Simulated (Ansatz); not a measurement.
# Al26N27: the cost of one run

Method: DFT, PBE, plane-wave PAW, default files, scalar-relativistic, as far as a step names no other, in Ansatz 0.2.0.

A COD entry behind a cell of this session may itself be a prediction, so a difference from it is no test against experiment.

1 further run of the same task is left out (it didn't finish).

### 1 Starting point

It takes space group Fm-3m (No. 225, cubic). Conventional cell: a = 11.814 Å, b = 11.814 Å, c = 11.814 Å, α = 90.00°, β = 90.00°, γ = 90.00°. Al (site symmetry mm2) is surrounded by 6 N at 1.97 Å. Al (site symmetry 3m) is surrounded by 6 N at 1.97 Å. Around Al (site symmetry 4mm) lie 6 N at 1.97 Å. N (site symmetry 3m) has 6 Al at 1.97 Å as nearest neighbours. N (site symmetry 4mm) has 5 Al at 1.97 Å as nearest neighbours. N (site symmetry mm2) is surrounded by 6 Al at 1.97 Å. N (site symmetry m-3m) is surrounded by 6 Al at 1.97 Å.

Structure file:

```cif
data_structure
_symmetry_space_group_name_H-M 'Fm-3m'
_symmetry_Int_Tables_number 225
_cell_length_a 11.8140
_cell_length_b 11.8140
_cell_length_c 11.8140
_cell_angle_alpha 90.000
_cell_angle_beta 90.000
_cell_angle_gamma 90.000
_cell_volume 1648.89
loop_
_atom_site_label
_atom_site_type_symbol
_atom_site_symmetry_multiplicity
_atom_site_Wyckoff_symbol
_atom_site_fract_x
_atom_site_fract_y
_atom_site_fract_z
_atom_site_occupancy
Al1 Al 48 h 0.16667 0.16667 0.00000 1
Al2 Al 32 f 0.83333 0.16667 0.66667 1
Al3 Al 24 e 0.50000 0.00000 0.83333 1
N1 N 32 f 0.16667 0.66667 0.66667 1
N2 N 24 e 0.50000 0.00000 0.66667 1
N3 N 48 i 0.50000 0.83333 0.83333 1
N4 N 4 b 0.50000 0.00000 0.00000 1
```

The vacant site is at (0.000, 0.000, 0.000) in fractional coordinates of the input's cell.

### 2 Single point at the given positions

input.yaml

```yaml
crystal:
  lattice:
    - [0.0, 5.907, 5.907]
    - [5.907, 0.0, 5.907]
    - [5.907, 5.907, 0.0]
  atoms:
    - { symbol: Al, position: [0.0, 0.0, 0.3333333333] }
    - { symbol: Al, position: [0.0, 0.0, 0.6666666667] }
    - { symbol: Al, position: [0.0, 0.3333333333, 0.0] }
    - { symbol: Al, position: [0.0, 0.3333333333, 0.3333333333] }
    - { symbol: Al, position: [0.0, 0.3333333333, 0.6666666667] }
    - { symbol: Al, position: [0.0, 0.6666666667, 0.0] }
    - { symbol: Al, position: [0.0, 0.6666666667, 0.3333333333] }
    - { symbol: Al, position: [0.0, 0.6666666667, 0.6666666667] }
    - { symbol: Al, position: [0.3333333333, 0.0, 0.0] }
    - { symbol: Al, position: [0.3333333333, 0.0, 0.3333333333] }
    - { symbol: Al, position: [0.3333333333, 0.0, 0.6666666667] }
    - { symbol: Al, position: [0.3333333333, 0.3333333333, 0.0] }
    - { symbol: Al, position: [0.3333333333, 0.3333333333, 0.3333333333] }
    - { symbol: Al, position: [0.3333333333, 0.3333333333, 0.6666666667] }
    - { symbol: Al, position: [0.3333333333, 0.6666666667, 0.0] }
    - { symbol: Al, position: [0.3333333333, 0.6666666667, 0.3333333333] }
    - { symbol: Al, position: [0.3333333333, 0.6666666667, 0.6666666667] }
    - { symbol: Al, position: [0.6666666667, 0.0, 0.0] }
    - { symbol: Al, position: [0.6666666667, 0.0, 0.3333333333] }
    - { symbol: Al, position: [0.6666666667, 0.0, 0.6666666667] }
    - { symbol: Al, position: [0.6666666667, 0.3333333333, 0.0] }
    - { symbol: Al, position: [0.6666666667, 0.3333333333, 0.3333333333] }
    - { symbol: Al, position: [0.6666666667, 0.3333333333, 0.6666666667] }
    - { symbol: Al, position: [0.6666666667, 0.6666666667, 0.0] }
    - { symbol: Al, position: [0.6666666667, 0.6666666667, 0.3333333333] }
    - { symbol: Al, position: [0.6666666667, 0.6666666667, 0.6666666667] }
    - { symbol: "N", position: [0.1666666667, 0.1666666667, 0.1666666667] }
    - { symbol: "N", position: [0.1666666667, 0.1666666667, 0.5] }
    - { symbol: "N", position: [0.1666666667, 0.1666666667, 0.8333333333] }
    - { symbol: "N", position: [0.1666666667, 0.5, 0.1666666667] }
    - { symbol: "N", position: [0.1666666667, 0.5, 0.5] }
    - { symbol: "N", position: [0.1666666667, 0.5, 0.8333333333] }
    - { symbol: "N", position: [0.1666666667, 0.8333333333, 0.1666666667] }
    - { symbol: "N", position: [0.1666666667, 0.8333333333, 0.5] }
    - { symbol: "N", position: [0.1666666667, 0.8333333333, 0.8333333333] }
    - { symbol: "N", position: [0.5, 0.1666666667, 0.1666666667] }
    - { symbol: "N", position: [0.5, 0.1666666667, 0.5] }
    - { symbol: "N", position: [0.5, 0.1666666667, 0.8333333333] }
    - { symbol: "N", position: [0.5, 0.5, 0.1666666667] }
    - { symbol: "N", position: [0.5, 0.5, 0.5] }
    - { symbol: "N", position: [0.5, 0.5, 0.8333333333] }
    - { symbol: "N", position: [0.5, 0.8333333333, 0.1666666667] }
    - { symbol: "N", position: [0.5, 0.8333333333, 0.5] }
    - { symbol: "N", position: [0.5, 0.8333333333, 0.8333333333] }
    - { symbol: "N", position: [0.8333333333, 0.1666666667, 0.1666666667] }
    - { symbol: "N", position: [0.8333333333, 0.1666666667, 0.5] }
    - { symbol: "N", position: [0.8333333333, 0.1666666667, 0.8333333333] }
    - { symbol: "N", position: [0.8333333333, 0.5, 0.1666666667] }
    - { symbol: "N", position: [0.8333333333, 0.5, 0.5] }
    - { symbol: "N", position: [0.8333333333, 0.5, 0.8333333333] }
    - { symbol: "N", position: [0.8333333333, 0.8333333333, 0.1666666667] }
    - { symbol: "N", position: [0.8333333333, 0.8333333333, 0.5] }
    - { symbol: "N", position: [0.8333333333, 0.8333333333, 0.8333333333] }
total_charge: -3
kpoints:
  mp_grid: { grid: [3, 3, 3] }
scf:
  occupations: { method: fermi_dirac, width: 0.01 }
hamiltonian:
  xc: pbe
  pseudopotentials: { kind: paw }
output:
  forces: true
  stress: true
  populations: true
  efg:
    quadrupole_moments_barn: { Al: 0.1466, "N": 0.02044 }
    contact_densities: true
  write_density: true
  write_potential: true
  elf: true
  volumetric_format: npy
```

On the command line:

```bash
$ ansatz run input.yaml --threads 1 --pin off --max-ram 3072MiB --backend cpu --events-out ev --progress --plain --runs-dir out
```

**Question.** How long does this run take on 1 thread of Arm Neoverse V1, shared host, and how much memory does it need?

About 58 s, with a peak of 0.89 GiB.
